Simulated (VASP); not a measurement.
Here is a VASP 6.6.1 calculation.

The input INCAR:

```
SYSTEM = TaN
  PREC = Accurate
  ENCUT = 600
  EDIFF = 1E-6
  ISMEAR = -1
  SIGMA = 0.05
  LREAL = .FALSE.
  LASPH = .TRUE.
  NELM = 100
  ALGO = Fast
  ISIF = 3
  LWAVE = .FALSE.
  LCHARG = .FALSE.
  GGA = CX
  LUSE_VDW = .TRUE.
  AGGAC = 0.0
  IBRION = 2
  NSW = 60
  EDIFFG = -0.01
```

The input KPOINTS:

```
Automatic mesh
0
G
  10 10 5
  0 0 0
```

File POSCAR:

```
TaN
1.0
    2.9217699809      0.0000000000      0.0000000000
   -1.4608849905      2.5303270275      0.0000000000
    0.0000000000      0.0000000000      5.9165150000
Ta N
2 2
Direct
    0.0000000000      0.0000000000      0.5000000000
    0.0000000000      0.0000000000      0.0000000000
    0.3333333333      0.6666666667      0.2500000000
    0.6666666667      0.3333333333      0.7500000000
```

Potentials or basis: VASP PAW PBE potentials, release 64 (Ta_pv, N).

The run is started by

```sh
$ cat potpaw_PBE.64/Ta_pv/POTCAR potpaw_PBE.64/N/POTCAR > POTCAR
$ mpirun -np 1 vasp_std > vasp.out
```

Problem. Estimate the relaxed volume.

Solution. 10.70 Å³/atom.

Problem. Predict the band gap on the k mesh.

Solution. None (metal or under the smearing width).

Problem. Estimate the relaxed cell.

Solution. a = 2.898 Å, b = 2.898 Å, c = 5.883 Å, α = 90.00°, β = 90.00°, γ = 120.00°.

Problem. What does it give for the space group after relaxing (to 0.05 Å)?

Solution. P6_3/mmc (No. 194).

Step by step:
| step | energy change (eV) | largest force (eV/Å) | pressure (GPa) | volume (Å³) |
| --- | --- | --- | --- | --- |
| 1 | 0.0000 | 0.0000 | -7.21 | 43.74 |
| 2 | 0.1019 | 0.0000 | 19.70 | 40.70 |
| 3 | -0.0215 | 0.0000 | -0.08 | 42.82 |
| 4 | -0.0215 | 0.0000 | 0.02 | 42.80 |
| 5 | -0.0216 | 0.0000 | -0.01 | 42.79 |
| 6 | -0.0217 | 0.0000 | 0.01 | 42.80 |

Caveat: the PAW data sets were made with another functional, which shifts forces and pressure a little. Spin-orbit coupling is left out, which matters for the levels of Ta.
